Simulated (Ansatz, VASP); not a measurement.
# One calculation of TaN, two programs

Contents of INCAR:

```
SYSTEM = TaN
PREC = Accurate
ENCUT = 520
EDIFF = 1E-7
ISMEAR = 0
SIGMA = 0.1
LREAL = .FALSE.
LASPH = .TRUE.
NELM = 80
ALGO = Normal
ISIF = 2
LWAVE = .FALSE.
LCHARG = .FALSE.
NBANDS = 33
```

KPOINTS

```
Automatic mesh
0
G
  6 6 6
  0 0 0
```

The input POSCAR:

```
TaN
1.0
    5.2084955000      0.0000000000      0.0000000000
   -2.6042477500      4.5106894200      0.0000000000
    0.0000000000      0.0000000000      2.9147477500
Ta N
3 3
Direct
    0.0000000000      0.0000000000      0.0000000000
    0.3333333300      0.6666666700      0.5000000000
    0.6666666700      0.3333333300      0.5000000000
    0.3923921700      0.0000000000      0.0000000000
    0.6076078300      0.6076078300      0.0000000000
    0.0000000000      0.3923921700      0.0000000000
```

Input for Ansatz:

```yaml
crystal:
  lattice:
    - [5.2084955, 0.0, 0.0]
    - [-2.60424775, 4.51068942, 0.0]
    - [0.0, 0.0, 2.91474775]
  atoms:
    - { symbol: Ta, position: [0.0, 0.0, 0.0] }
    - { symbol: Ta, position: [0.33333333, 0.66666667, 0.5] }
    - { symbol: Ta, position: [0.66666667, 0.33333333, 0.5] }
    - { symbol: "N", position: [0.39239217, 0.0, 0.0] }
    - { symbol: "N", position: [0.60760783, 0.60760783, 0.0] }
    - { symbol: "N", position: [0.0, 0.39239217, 0.0] }
basis:
  ecutwfc: 420
kpoints:
  mp_grid: { grid: [6, 6, 6] }
hamiltonian:
  xc: lda
  pseudopotentials: { kind: paw, azcp: { folder: soft_1 } }
scf:
  occupations: { method: gaussian, width: 0.1 }
output:
  forces: true
  stress: true
  eigenvalues: true
```

The cell comes from a database or a generator and needn't be the stable form of this composition.

Alike in both runs: task single point; functional LDA; k mesh 6 × 6 × 6; occupations gaussian, width 0.1 eV; no spin polarisation.

```csv
,VASP,Ansatz
version,VASP 6.6.1,Ansatz 0.2.0
potentials or method,"VASP PAW LDA potentials, release 64 (Ta_pv, N)","scalar-relativistic, plane waves, PAW"
plane-wave cutoff (eV),520,420
valence electrons in the cell,48,54
```

```csv
,VASP,Ansatz,Ansatz less VASP
gap on the k mesh at the Fermi level (eV),none,none,-
pressure (GPa),-10.2,-11.8,-1.69
largest component of the traceless stress (GPa),2.09,2.05,-0.040
rms of the force components (eV/Å),0.004,0.009,+0.0052
```

Atom by atom the forces differ by 0.005 eV/Å (rms over components). A gap of «none» marks a metal or a gap that the smearing closes. The two sets of potentials don't hold the same shells in valence. Ansatz warned: «pseudo_functional_mismatch».

Spin-orbit coupling is left out, which matters for the levels of Ta.
